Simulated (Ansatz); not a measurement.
TiC:

```
CELL_PARAMETERS angstrom
0.00000 2.16572 2.16572
2.16572 0.00000 2.16572
2.16572 2.16572 0.00000
ATOMIC_POSITIONS crystal
Ti 0.00000 0.00000 0.00000
C 0.50000 0.50000 0.50000
```

The cell is a database's computed one.

Base run:

* Program: Ansatz 0.2.0
* Functional: BLYP
* Potentials or basis: Ansatz PAW
* Cutoff: 420 eV
* Density cutoff: 1680 eV
* k mesh: 11 × 11 × 11
* Occupations: fermi-dirac, width 0.05 eV
* Spin: no spin polarisation

Its results: band gap on the k mesh none (metal or under the smearing width); pressure 8.3 GPa.

Task: After a change of settings the same cell gave: band gap on the k mesh none (metal or under the smearing width); pressure 3.6 GPa. Which change was it?
A. functional from BLYP to LDA
B. functional from BLYP to m-r2SCAN; cutoff from 420 eV to 500 eV; density cutoff from 1680 eV to 2000 eV
C. functional from BLYP to PBEsol; hubbard terms from none to Ti d U = 1 eV; hubbard projectors from none to ortho-atomic (the default)
D. functional from BLYP to revPBE

Result: D.

Caveats: the potentials were made for another functional, which shifts forces and pressure; the PAW data sets come from PBE, with cores solved anew for the run's functional, which leaves a small shift of forces and pressure.

Not every run made on this cell is shown here.
